What does a hotter electron gas do to a weak magnet whose atoms are held still? The smearing width in a metal calculation can serve as a purely numerical aid, but with Fermi-Dirac occupations it is the electronic temperature expressed as an energy. A width of 0.05 eV corresponds to about 580 K, and 0.3 eV to about 3500 K. The PBE results for ordered TiCo therefore show two responses to heating the electrons alone: the free energy falls, and the magnetic moment shrinks until it is gone.

SIRIUS 7.12.0 all-electron FP-LAPW calculations with the PBE functional for TiCo (Pm-3m, 2-atom cell, fixed edge 2.986 Å), with collinear spins started ferromagnetic, a 9×9×9 k mesh and Fermi-Dirac occupations. The sweep value is the smearing width in eV; free energies and forces are compared with those at 0.01 eV.

```
sweep value  energy less tightest (meV/atom)  force miss (eV/Å)  cell moment (μB)
        0.3                          -163.75              0.000             0.000
        0.2                           -68.38              0.000             0.511
        0.1                           -16.59              0.000             0.747
       0.05                            -3.99              0.000             0.801
      0.025                            -0.79              0.000             0.820
       0.01                             0.00              0.000             0.835
```

The sweep value is the width in eV, and the energy is the free energy counted from the run at 0.01 eV. Between 0.05 and 0.2 eV, each doubling of the width makes the lowering about four times as large. The moment behaves differently. It loses only 0.05 Bohr magneton between 0.05 and 0.1 eV, but the whole remaining 0.51 between 0.2 and 0.3 eV.

The fourfold rule comes from entropy. At a small width, almost every state is either full or empty, and there is only one way to arrange the electrons. Broadening leaves states near the Fermi level partly filled, and these contribute entropy. The number of such states grows in proportion to the width, because the width sets how far from the Fermi level they reach. With σ for the width, F for the free energy, S for the entropy and a for a constant set by the density of states at the Fermi level, the argument takes two lines:

S/k_B ≈ 2aσ

dF/dσ = −S/k_B, so F ≈ F₀ − aσ²

The relation dF/dσ = −S/k_B holds even though the moment changes along the way; the parabola also needs a to stay nearly constant. The moment settles where the free energy is lowest, so a small shift in it changes F only to second order. The slope between neighbouring rows therefore gives the mean entropy directly. It is 0.25 k_B per atom between 0.05 and 0.1 eV and 0.52 k_B between 0.1 and 0.2 eV, so it doubles when the middle of the interval doubles. A metal with more states at its Fermi level would follow a steeper parabola.

The moment shrinks because the same broadening weakens the reason for having one. In an itinerant magnet, electrons move from one spin direction to the other if the exchange energy gained exceeds the band energy paid. The price is low when many states lie close to the Fermi level. Broad occupations average over a wider stretch of the band, where such a favourable region counts for less. They also put some electrons into raised minority-spin states and take some out of lowered majority-spin states, which reduces the difference between the spins.

This loss feeds on itself. The splitting between the two spin directions is produced by the moment, so a smaller moment means a smaller splitting, which the broadening then blurs more easily. That is why the moment gives way slowly at first and quickly near the end. This account is the standard theory of itinerant magnetism; from 0.025 eV upwards the table shows the accelerating loss that it predicts, but not the individual steps of the argument.

The theory also gives the shape of the decline. Close to the point where magnetism disappears, the free energy can be expanded in even powers of the moment m, since reversing all spins changes nothing. If broadening lowers the averaged density of states at the Fermi level, as the shrinking moment suggests here, the coefficient of m² rises, to lowest order as σ², and minimising the free energy then makes m² fall linearly with σ². A straight line through the rows at 0.1 and 0.2 eV shows where the moment should end:

loss of m² per σ²: (0.747² − 0.511²) / (0.2² − 0.1²) ≈ 9.9 per eV²

σ² at the end: 0.2² + 0.511² / 9.9 ≈ 0.066 eV², so σ ≈ 0.26 eV

The row at 0.3 eV, which was not used for this line, lies beyond that point and has no moment. Its run began from a ferromagnetic state like the others, so the zero is where the calculation settled and was not imposed. The agreement is a modest test, because any end point between 0.2 and 0.3 eV would have passed it, and because the moment at 0.1 eV, only about 11% below the largest, is not close to the point where the expansion is meant to hold. Nor is 0.26 eV a Curie temperature: in a real magnet, fluctuating spins destroy the order long before the electrons are this hot.

The straight line works less well at the narrow end. Carried back to 0.01 eV, it gives m² ≈ 0.558 + 9.9 × (0.1² − 0.01²) ≈ 0.656, or a moment of 0.81, about 3% below the computed 0.835. The computed moment keeps rising as the width narrows, faster than the simple law allows: the last step gains 0.015 Bohr magneton where the slope of the line gives about 0.003. The free energy is slightly irregular there too, since its last step is 12% smaller per unit of σ² than the step before, a matter of about 0.1 meV per atom. Narrow widths resolve fine structure in the bands, but they also need a denser k mesh, and the mesh was kept fixed. The mesh is the likelier cause: with nine points along each direction, neighbouring levels of a band are expected to lie further apart than these widths, whereas smooth, well-sampled bands would let the moment level off as σ². Only a run on a denser mesh could settle it.

At the wide end, the free energy drops about 10% more per unit of σ² between 0.2 and 0.3 eV than between 0.1 and 0.2 eV. The expansion suggests a reason: if heating weakens the moment, the magnetic state must have less entropy than a nonmagnetic one at the same width. As the moment disappears, that entropy is recovered and the free energy falls faster. The wide window also takes in more distant parts of the band, and the two effects are not separated here.

The lowering of 164 meV per atom at 0.3 eV is therefore no measure of how stable nonmagnetic TiCo is. Most of the fall belongs to the entropy law that already holds while the moment is present. A magnetic energy would require a nonmagnetic calculation at the same narrow width as the magnetic one.

For practical work, the width has to be chosen for the quantity that is wanted. At 0.05 eV the free energy is within 4 meV per atom of the narrowest run, yet the moment is 4% lower than in that run. At 0.025 eV the differences are 0.8 meV per atom and 2%. The two kinds of gap are not alike. The energy gap at 0.05 eV is the entropy term itself, 1.68 × (0.05² − 0.01²) eV ≈ 4.0 meV, so it can be removed by extrapolating in σ². The gaps in the moment are measured against the run most exposed to the coarse mesh: a line through the squared moments at 0.1 and 0.05 eV would give about 0.82 at 0.01 eV, and the gap at 0.05 eV would then be 2%. The forces offer no guidance, because symmetry makes them zero at every width. A narrow width also cannot repair the functional: ordered TiCo is reported to be paramagnetic in experiment, and PBE tends to overstate weak itinerant magnetism, so the moment of about 0.8 Bohr magneton is best read as a property of the calculation. The output below lists the step-by-step differences and the estimated end point.

Printed output of the fit:

```
Free energy steps from the next wider row:
    row  rise in meV per atom  mean entropy in kB per atom  drop per squared width in 1 per eV per atom
    0.2                 95.37                       0.9537                                        1.907
    0.1                 51.79                       0.5179                                        1.726
   0.05                  12.6                        0.252                                         1.68
  0.025                   3.2                        0.128                                        1.707
   0.01                  0.79                      0.05267                                        1.505
Moment and its steps from the next wider row:
    row  gain in Bohr magneton  squared moment  squared moment lost per squared width in 1 per eV2  percent below the 0.01 row
    0.3                    n/a               0                                                 n/a                         100
    0.2                  0.511          0.2611                                               5.222                        38.8
    0.1                  0.236           0.558                                               9.896                       10.54
   0.05                  0.054          0.6416                                               11.15                       4.072
  0.025                  0.019          0.6724                                               16.43                       1.796
   0.01                  0.015          0.6972                                               47.29                           0
Energy lowering at 0.1 over that at 0.05: 4.158
Energy lowering at 0.2 over that at 0.1: 4.122
Drop per squared width in the widest step against the next one in percent: 10.49
Drop per squared width in the narrowest step against the one before in percent: -11.83
Electronic temperature at width 0.05 in K: 580.2
Electronic temperature at width 0.3 in K: 3481
Width at which the moment should vanish in eV: 0.2577
```
